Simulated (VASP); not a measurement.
Here is a VASP 6.6.1 calculation.

Contents of INCAR:

```
PREC = Accurate
ENCUT = 520
EDIFF = 1E-6
ISMEAR = 0
SIGMA = 0.15
LREAL = F
LASPH = T
NELM = 100
ALGO = Fast
ISIF = 2
LWAVE = F
LCHARG = F
GGA = PE
NBANDS = 12
```

The input KPOINTS:

```
regular mesh
0
Gamma
  18 18 18
```

File POSCAR:

```
Sc
1.0
   -1.9747216505      1.9747216505      1.7691310900
    1.9747216505     -1.9747216505      1.7691310900
    1.9747216505      1.9747216505     -1.7691310900
Sc
1
Direct
    0.0000000000      0.0000000000      0.0000000000
```

Potentials or basis: VASP PAW PBE potentials, release 64 (Sc_sv).

Run with:

```sh
$ cat potpaw_PBE.64/Sc_sv/POTCAR > POTCAR
$ mpirun -np 1 vasp_std > vasp.out
```

(1) What does it give for the pressure?

(2) Estimate the band gap on the k mesh.

## Answers

(1) -4.6 GPa.

(2) none (metal or under the smearing width).
